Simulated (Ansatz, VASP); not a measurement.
## SrCl2: VASP beside Ansatz

The input INCAR:

```
  PREC = Accurate
  ENCUT = 600
  EDIFF = 1E-6
  ISMEAR = 0
  SIGMA = 0.02
  LREAL = False
  LASPH = True
  NELM = 60
  ALGO = Fast
  ISIF = 3
  LWAVE = False
  LCHARG = False
  GGA = PE
  IBRION = 2
  NSW = 100
  EDIFFG = -0.005
```

The input KPOINTS:

```
regular mesh
0
Gamma
  6 6 6
```

Contents of POSCAR:

```
SrCl2
1.0
    0.0000000000      3.4883500000      3.4883500000
    3.4883500000      0.0000000000      3.4883500000
    3.4883500000      3.4883500000      0.0000000000
Sr Cl
1 2
Direct
    0.0000000000      0.0000000000      0.0000000000
    0.2500000000      0.2500000000      0.2500000000
    0.7500000000      0.7500000000      0.7500000000
```

Input for Ansatz:

```yaml
crystal:
  lattice:
    - [0.0, 3.48835, 3.48835]
    - [3.48835, 0.0, 3.48835]
    - [3.48835, 3.48835, 0.0]
  atoms:
    - { symbol: Sr, position: [0.0, 0.0, 0.0] }
    - { symbol: Cl, position: [0.25, 0.25, 0.25] }
    - { symbol: Cl, position: [0.75, 0.75, 0.75] }
basis:
  ecutwfc: 420
kpoints:
  mp_grid: { grid: [6, 6, 6] }
hamiltonian:
  xc: pbe
scf:
  occupations: { method: gaussian, width: 0.02 }
output:
  forces: true
  stress: true
  eigenvalues: true
relax:
  adjacent_minimum: "off"
  f_tol: 0.005
  max_steps: 80
  cell: { stress_tol: 0.05 }
```

Alike in both runs: task relaxation of cell and atoms; functional PBE; k mesh 6 × 6 × 6; occupations gaussian, width 0.02 eV; no spin polarisation.

|  | VASP | Ansatz |
| --- | --- | --- |
| version | VASP 6.6.1 | Ansatz 0.2.0 |
| potentials or method | VASP PAW PBE potentials, release 64 (Sr_sv, Cl) | scalar-relativistic, plane waves, PAW |
| plane-wave cutoff (eV) | 600 | 420 |
| valence electrons in the cell | 24 | 24 |

```tsv
	VASP	Ansatz	Ansatz less VASP
gap on the k mesh at the Fermi level, each at its own relaxed structure (eV)	5.22	5.24	+0.021
relaxed volume (Å³/atom)	29.19	29.06	-0.130
relaxed cell length with the largest relative difference (Å)	4.984	4.977	-0.0074
energy change over the relaxation (meV/atom)	-3	-2	+0.6
```

A k mesh can miss the band edges. Zero-point motion and thermal expansion aren't in these numbers. PBE usually gives volumes a little too large and moduli too small.
